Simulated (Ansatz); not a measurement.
The system is MnO2.

```
Mn O
1.0
     2.85496    0.00000    0.00000
    -1.42748    2.47246    0.00000
     0.00000    0.00000   10.22174
Mn O
2 4
Cartesian
  0.0000 0.0000 5.1109
  0.0000 0.0000 0.0000
  1.4275 0.8242 4.1588
  1.4275 0.8242 0.9521
  0.0000 1.6483 6.0630
  0.0000 1.6483 9.2697
```

Measurements of this composition are mostly on another form, of space group No. 136.

| Item | Value |
| --- | --- |
| Program | Ansatz 0.2.0 |
| Task | relaxation of cell and atoms |
| Functional | PBEsol |
| Potentials or basis | Ansatz PAW |
| Cutoff | 420 eV (not typed: the program's choice for these potentials) |
| k mesh | 11 × 11 × 3 |
| Occupations | fermi-dirac, width 0.05 eV |
| Spin | collinear spin, ferromagnetic start |
| Starting moments | [4.0, 4.0, 0.0, 0.0, 0.0, 0.0] μB |

At the start: volume 12.03 Å³/atom.

Question: Where does the relaxation end?

Answer: It ends after 24 steps and the volume is 12.97 Å³/atom (+7.9 %); space group P6_3/mmc (No. 194, to 0.05 Å); moment 6.00 μB per cell.

Step by step:
| step | energy change (eV) | largest force (eV/Å) | volume (Å³) |
| --- | --- | --- | --- |
| 1 | 0.0000 | 0.1901 | 72.15 |
| 2 | -0.0057 | 0.0955 | 72.74 |
| 3 | -0.0065 | 0.0064 | 73.02 |
| 4 | -0.0069 | 0.0001 | 72.93 |
| 5 | -0.0123 | 0.0000 | 72.93 |
| 6 | -0.0095 | 0.0057 | 73.77 |
| 7 | -0.0069 | 0.0016 | 74.31 |
| 8 | -0.0148 | 0.0021 | 74.31 |
| 9 | -0.0117 | 0.0005 | 75.09 |
| 10 | -0.0101 | 0.0061 | 75.40 |
| 11 | -0.0159 | 0.0057 | 75.40 |
| 12 | -0.0132 | 0.0006 | 76.05 |
| 13 | -0.0122 | 0.0006 | 76.24 |
| 14 | -0.0167 | 0.0008 | 76.24 |
| 15 | -0.0148 | 0.0004 | 76.70 |
| 16 | -0.0169 | 0.0004 | 76.70 |
| 17 | -0.0156 | 0.0005 | 76.99 |
| 18 | -0.0149 | 0.0005 | 77.15 |
| 19 | -0.0171 | 0.0007 | 77.15 |
| 20 | -0.0155 | 0.0008 | 77.50 |
| 21 | -0.0173 | 0.0008 | 77.50 |
| 22 | -0.0168 | 0.0008 | 77.62 |
| 23 | -0.0159 | 0.0002 | 77.82 |
| 24 | -0.0174 | 0.0001 | 77.82 |

Final structure:
```xyz
6
Lattice="2.8399 0.0000 0.0000 -1.4199 2.4594 0.0000 0.0000 0.0000 11.1426" Properties=species:S:1:pos:R:3 pbc="T T T"
Mn    0.0000    0.0000    5.5713
Mn    0.0000    0.0000    0.0000
O     1.4199    0.8198    4.6212
O     1.4199    0.8198    0.9500
O     0.0000    1.6396    6.5213
O     0.0000    1.6396   10.1925
```

Caveat: the plane-wave basis is chosen anew once the cell has moved, so the energies of steps on either side of that aren't comparable; the pressure holds a Pulay correction of +0.7 GPa for the finite cutoff; only a ferromagnetic start was run, and an antiferromagnetic order may lie lower in energy; the PAW data sets come from PBE, with cores solved anew for the run's functional, which leaves a small shift of forces and pressure.
